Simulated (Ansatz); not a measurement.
An Ansatz input:

```yaml
crystal:
  lattice:
    - [5.2216360486, 0.0, 0.0]
    - [-2.6108180243, 4.5220694674, 0.0]
    - [0.0, 0.0, 3.2397952271]
  atoms:
    - { symbol: Hf, position: [1.0, 1.0, 0.0] }
    - { symbol: Hf, position: [0.3333333333, 0.6666666667, 0.5] }
    - { symbol: Hf, position: [0.6666666667, 0.3333333333, 0.5] }
hamiltonian:
  xc: revpbe
  pseudopotentials:
    kind: paw
    azcp:
      Hf: "pseudopotentials/Hf.paw.azcp"
basis:
  ecutwfc: 420
  fft_grid_basis: typed
kpoints:
  mp_grid: { grid: [8, 8, 11], shift: [0, 0, 0] }
magnetization:
  spin_polarized: false
scf:
  occupations: { method: fermi_dirac, width: 0.1 }
  lower_state_search: "off"
output:
  stress: true
  write_density: true
  write_potential: true
  elf: true
  volumetric_format: npy
```

and its output:

```
Engine: ansatz 0.2.0, x86_64-unknown-linux-gnu
Pseudopotentials: kind: paw
Pseudopotential: Hf, paw, valence charge 26, recommended cutoff 420 eV (normal) 
Functional definition: revPBE
  parameter kappa = 1.245
  parameter beta = 0.06672455060314922
  exchange = pbe_x(kappa = kappa, mu = beta*pi^2/3)
  correlation = pbe_c(beta = beta)
Crystal: 3 atoms, lattice volume = 76.500 Å³
Basis set: ecut = 420 eV, 1529 PW (Γ)
Bands: 47, of which v1, the nominal top of the filled ones, is band 39 counted from 1 (38 counted from 0)
Symmetry: 24 space group operations
Space group: P6/mmm (ITA 191), of the structure as read, at distance tolerance 4.2e-5 Å
k-points: 60 of 704
Non-local potential: Hf, projectors of the file, l = 0: 3, l = 1: 2, l = 2: 2, l = 3: 3
PAW form: soft (Blöchl's): semilocal exchange-correlation on the pseudo side does not see the compensation charge
PAW frozen core: Hf, regenerated for the run's functional, and the local potential with it (the file was generated under x = pbe(κ = 0.804, μ = 0.2195149727645171), c = pbe(β = 0.06672455060314922))
PAW one-centre angular grid: Hf, 590 points (default); XC on 64 Gauss nodes
Initial density: superposition of atomic densities (neutral atoms: chi_scale 0, normalization atom), corrected by the library's trained network
Initial wavefunctions: pseudopotential atomic-orbital guess
Functional: x = revpbe(κ = 1.245, μ = 0.2195149727645171), c = pbe(β = 0.06672455060314922)
SCF iter   1: F=—  HF=-47190.279815 eV  |F-HF|=—  |Δ(HF+E_count)|=         —  Δρ=8.50e-3  dr2=1.60e-1  ethr=1.77e-3  ⟨swp⟩=4.1  Hψ=8202  notcnv=0
SCF iter   2: F=—  HF=-47190.259513 eV  |F-HF|=—  |Δ(HF+E_count)|=   2.03e-2  Δρ=3.71e-3  dr2=1.98e-2  ethr=2.05e-4  ⟨swp⟩=1.0  Hψ=3302  notcnv=0
SCF iter   3: F=—  HF=-47190.256402 eV  |F-HF|=—  |Δ(HF+E_count)|=   3.11e-3  Δρ=1.57e-3  dr2=3.06e-3  ethr=2.54e-5  ⟨swp⟩=2.0  Hψ=4377  notcnv=0
SCF iter   4: F=—  HF=-47190.255492 eV  |F-HF|=—  |Δ(HF+E_count)|=   9.10e-4  Δρ=9.87e-4  dr2=1.25e-3  ethr=3.92e-6  ⟨swp⟩=2.0  Hψ=5189  notcnv=0
SCF iter   5: F=—  HF=-47190.255319 eV  |F-HF|=—  |Δ(HF+E_count)|=   1.73e-4  Δρ=2.34e-4  dr2=6.15e-5  ethr=1.60e-6  ⟨swp⟩=2.0  Hψ=3029  notcnv=0
SCF iter   6: F=—  HF=-47190.255312 eV  |F-HF|=—  |Δ(HF+E_count)|=   6.95e-6  Δρ=7.01e-5  dr2=3.89e-6  ethr=7.88e-8  ⟨swp⟩=2.1  Hψ=5170  notcnv=0
SCF iter   7: F=—  HF=-47190.255312 eV  |F-HF|=—  |Δ(HF+E_count)|=   1.98e-7  Δρ=4.17e-5  dr2=1.11e-6  ethr=4.99e-9  ⟨swp⟩=2.4  Hψ=5344  notcnv=0
SCF iter   8: F=—  HF=-47190.255309 eV  |F-HF|=—  |Δ(HF+E_count)|=   2.81e-6  Δρ=1.11e-5  dr2=1.09e-7  ethr=1.42e-9  ⟨swp⟩=2.5  Hψ=5272  notcnv=0
SCF iter   9: F=-47190.255309 eV  HF=-47190.255309 eV  |F-HF|=2.86e-8  |Δ(HF+E_count)|=   1.98e-8  Δρ=4.69e-6  dr2=3.96e-8  ethr=1.28e-10  ⟨swp⟩=9.1  Hψ=19627  notcnv=0
the search or the solves at the SCF's close seem to have found levels that the self-consistency loop had missed (the run counts 1). By its estimate they hold under 1e-12 electrons; where the run keeps them, the occupations were computed again with them
SCF 1 converged in 9 iterations: F = -47190.255309 eV  dr2 = 3.96e-8
SCF converged after 9 iterations
Free energy (F): -47190.255309 eV
Harris-Foulkes:  -47190.255309 eV  (|F-HF|=2.86e-8)
Internal energy: -47190.153726 eV  (E = F + TS)
E sigma→0 (E₀):  -47190.204518 eV
Entropy (-TS):   -0.101583 eV (-33.861 meV/atom)
Fermi energy:    17.098195 eV
--- Per-component energies (eV) ---
  E_band       = -122.266124
  E_kinetic    = 1258.799122
  E_local      = -16286.465271  (includes V_loc(G=0)·N_el)
  E_nonlocal   = -3738.260427
  E_hartree    = 7579.298924
  E_xc         = -896.039028
  E_vxc        = -791.308356  (∫ρ·V_xc dr)
  E_paw        = -20805.644300  (= ΣΔE_a)
  E_vpaw       = 4276.375432  (= ΣTr[D̂ρ^β])
  E_aug_tail   = -0.000004  (compensation charges beyond the density's cutoff)
  E_ewald      = -14301.446237
  E_core_change = -0.396505  (= ΣΔE_core)
  E_smearing   = -0.101583  (= −TS)
  E_closure    = -0.000000  (closes the sum)
  Σ components = -47190.255309   (vs F -47190.255309, Δ=0.00e0)
--- Stress (GPa, compression-positive) ---
       -9.436832       0.000000      -0.000000
        0.000000      -9.436832      -0.000000
       -0.000000      -0.000000      -9.403731
  P = ⅓ Tr σ = -9.4258 GPa (-94.258 kbar)
--- Band table (eV; the first three rows and the last of 60) ---
  k-point 0: bands = ["-45.2687", "-44.9392", "-44.8834", "-13.9115", "-13.9115", "-13.7540", "-13.7540", "-13.6253", "-13.4321", "-13.3600", "-13.2890", "-13.2890", "4.7446", "4.7469", "4.7924", "4.7924", "4.7927", "4.7927", "4.8220", "5.0940", "5.0940", "5.1027", "5.1119", "5.1176", "5.1176", "5.1203", "5.1203", "5.1204", "5.1299", "5.1299", "5.1461", "5.1723", "5.1730", "10.3706", "15.0544", "16.4492", "16.4492", "16.4797", "16.4878", "16.4878", "18.1190", "19.0473", "19.0473", "19.7115", "19.7115", "19.7644", "19.7644"]
  k-point 1: bands = ["-45.2675", "-44.9381", "-44.8823", "-13.9067", "-13.9067", "-13.7509", "-13.7509", "-13.6499", "-13.4613", "-13.3853", "-13.2890", "-13.2890", "4.7447", "4.7470", "4.7919", "4.7919", "4.7945", "4.7945", "4.8189", "5.0958", "5.0958", "5.1029", "5.1119", "5.1173", "5.1191", "5.1191", "5.1197", "5.1197", "5.1294", "5.1294", "5.1430", "5.1723", "5.1730", "10.5401", "15.2368", "16.3391", "16.3391", "16.4153", "16.4153", "16.7613", "18.2967", "18.9280", "18.9280", "19.6013", "19.6013", "19.9637", "19.9637"]
  k-point 2: bands = ["-45.2644", "-44.9351", "-44.8792", "-13.8937", "-13.8937", "-13.7425", "-13.7425", "-13.7152", "-13.5391", "-13.4528", "-13.2890", "-13.2890", "4.7452", "4.7473", "4.7905", "4.7905", "4.7993", "4.7993", "4.8111", "5.1007", "5.1007", "5.1033", "5.1094", "5.1121", "5.1182", "5.1182", "5.1232", "5.1232", "5.1284", "5.1284", "5.1349", "5.1724", "5.1730", "11.0284", "15.6821", "16.0441", "16.0441", "16.2207", "16.2207", "17.5883", "18.7869", "18.7869", "18.8274", "19.3074", "19.3074", "20.3558", "20.3558"]
  k-point 59: bands = ["-45.2542", "-44.9013", "-44.8935", "-13.9851", "-13.9095", "-13.8837", "-13.7012", "-13.6843", "-13.6747", "-13.5392", "-13.4665", "-13.2380", "4.7457", "4.7471", "4.7847", "4.7850", "4.7890", "4.8152", "4.8153", "5.0930", "5.0948", "5.1023", "5.1148", "5.1175", "5.1177", "5.1211", "5.1248", "5.1350", "5.1357", "5.1417", "5.1445", "5.1481", "5.1535", "14.2521", "14.8473", "15.4987", "15.9620", "16.1882", "16.2294", "17.3531", "17.9705", "18.3106", "18.5478", "19.1781", "20.1606", "21.2928", "22.5152"]
```
